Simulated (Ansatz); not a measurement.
The system is CoSi.

```
Co Si
1.0
     2.78133    0.00000    0.00000
     0.00000    2.78133    0.00000
     0.00000    0.00000    2.78133
Co Si
1 1
Direct
  0.00000 0.00000 0.00000
  0.50000 0.50000 0.50000
```

Measurements of this composition are mostly on another form, of space group No. 198.

- Program: Ansatz 0.2.0
- Task: relaxation of cell and atoms
- Functional: HSEsol
- Potentials or basis: Ansatz PAW
- Cutoff: 420 eV (not typed: the program's choice for these potentials)
- k mesh: 5 × 5 × 5
- Occupations: fermi-dirac, width 0.05 eV
- Spin: collinear spin, ferromagnetic start
- Starting moments: [2.0, 0.0] μB

At the start: volume 10.76 Å³/atom.

Q: How do energy, volume and symmetry change on relaxing?

A: It ends after 5 steps and the volume is 10.38 Å³/atom (-3.5 %); space group Pm-3m (No. 221, to 0.05 Å); moment 0.87 μB per cell.

The path:
```csv
step,energy change (eV),largest force (eV/Å),volume (Å³)
1,0.0000,0.0000,21.52
2,-0.0166,0.0000,21.09
3,-0.0208,0.0000,20.75
4,-0.0208,0.0000,20.77
5,-0.0196,0.0000,20.77
```

Final structure:
```yaml
crystal:
  lattice:
    - [2.74877, 0.00000, 0.00000]
    - [0.00000, 2.74877, 0.00000]
    - [0.00000, 0.00000, 2.74877]
  atoms:
    - { symbol: Co, position: [0.00000, 0.00000, 0.00000] }
    - { symbol: Si, position: [0.50000, 0.50000, 0.50000] }
```

Caveat: the k mesh is coarse (spacing up to 0.45 Å⁻¹), so the values aren't converged, least of all with exact exchange; the magnetic or orbital state may not be the lowest; the plane-wave basis is chosen anew once the cell has moved, so the energies of steps on either side of that aren't comparable; the PAW data sets come from PBE, with cores solved anew for the run's functional, which leaves a small shift of forces and pressure.
